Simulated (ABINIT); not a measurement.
The system is BaTiO3.

```xyz
5
Lattice="4.0060 0.0000 0.0000 0.0000 4.0060 0.0000 0.0000 0.0000 4.0060" Properties=species:S:1:pos:R:3 pbc="T T T"
Ba    2.0030    2.0030    2.0030
Ti    0.0000    0.0000    0.0000
O     0.0000    0.0000    2.0030
O     0.0000    2.0030    0.0000
O     2.0030    0.0000    0.0000
```

Base run:

```yaml
Program: ABINIT 10.8.3 (patched build)
Functional: PBEsol
Potentials_or_basis: JTH PAW PBE v2.0
Cutoff: 626 eV
k_mesh: 7 × 7 × 7
Occupations: fermi-dirac, width 0.05 eV
Spin: no spin polarisation
```

Its results: band gap on the k mesh 1.77 eV, indirect (least direct gap 1.85 eV); pressure -3.3 GPa.

Problem. After a change of settings the same cell gave: band gap on the k mesh 1.82 eV, indirect (least direct gap 1.90 eV); pressure 2.8 GPa. Which change was it?
A. functional from PBEsol to LDA; potentials or basis from JTH PAW PBE v2.0 to JTH PAW LDA v2.0
B. functional from PBEsol to PBE
C. functional from PBEsol to r2SCAN; cutoff from 626 eV to 762 eV; fine-grid cutoff from 1224.51 eV to 1360.57 eV

Solution. B.

PBE binds less tightly than PBEsol, so the same cell stands under more pressure.

Caveats: this set's barium file shifts pressures by 1.5 GPa and gaps by 0.1 eV against other sets; spin-orbit coupling is left out, which moves the levels of the heavy elements; the PAW data sets were made with another functional, which shifts forces and pressure a little (some runs).
